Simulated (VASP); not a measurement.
## Mg: single point with r2SCAN

Mg:

```
Mg
1.0
     3.18927    0.00000    0.00000
    -1.59463    2.76199    0.00000
     0.00000    0.00000    5.12628
Mg
2
Direct
  0.33333 0.66667 0.75000
  0.66667 0.33333 0.25000
```

| Quantity | Value |
| --- | --- |
| Program | VASP 6.6.1 |
| Task | single point |
| Functional | r2SCAN |
| Potentials or basis | VASP PAW PBE potentials, release 64 (Mg) |
| Cutoff | 520 eV |
| k mesh | 16 × 16 × 8 |
| Occupations | gaussian, width 0.05 eV |
| Spin | no spin polarisation |
| Dipole correction | no |
| Further INCAR settings | ALGO = Normal; EDIFF = 1e-06; NBANDS = 9 |

The pressure is -0.3 GPa and the band gap on the k mesh is none (metal or under the smearing width).

Levels at points of the mesh, in eV from the Fermi level:
```tsv
k point	band 1	band 2	band 3	band 4	band 5
(0.00, 0.00, 0.00)	-7.47	-1.88	-1.10	11.68	11.68
(0.50, 0.00, 0.00)	-2.43	-2.26	2.85	3.14	3.69
(0.00, 0.00, 0.50)	-5.95	-5.95	5.60	5.60	12.45
(0.50, 0.00, 0.50)	-1.29	-1.29	-0.41	-0.41	8.59
```

It took 83 s on 1 thread of Intel(R) Xeon(R) Platinum 8488C (Sapphire Rapids), with other jobs on the host, peak memory 0.2 GiB.

Caveat: the PAW data sets were made with another functional, which shifts forces and pressure a little.
